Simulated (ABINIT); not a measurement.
## BeS in ABINIT: the effect of functional

The system is BeS.

```xyz
2
Lattice="0.0000 2.4250 2.4250 2.4250 0.0000 2.4250 2.4250 2.4250 0.0000" Properties=species:S:1:pos:R:3 pbc="T T T"
S     3.6375    3.6375    3.6375
Be    0.0000    0.0000    0.0000
```

Alike in all runs:

* Program: ABINIT 10.8.3 (patched build)
* Task: single point
* Potentials or basis: JTH PAW PBE v2.0
* Cutoff: 653 eV
* k mesh: 9 × 9 × 9
* Occupations: fermi-dirac, width 0.05 eV
* Spin: no spin polarisation

One run gave: gap on the mesh 3.09 eV; pressure -0.6 GPa. Which functional did it use?
A. PW91
B. SCAN
C. revPBE
D. AM05
E. RPBE

D.

```tsv
functional	gap on the mesh (eV)	pressure (GPa)
LDA	2.99	-3.3
PBEsol	3.02	-0.9
RPBE	3.31	3.6
BLYP	3.47	4.6
AM05	3.09	-0.6
r2SCAN	3.67	1.1
SCAN	3.67	0.5
revPBE	3.28	3.1
PW91	3.22	1.3
WC	3.03	-0.8
```

Caveats: the PAW data sets were made with another functional, which shifts forces and pressure a little; an odd mesh through Γ misses points on the zone boundary, where band edges often lie.

Runs at the PBE level aren't shown here.
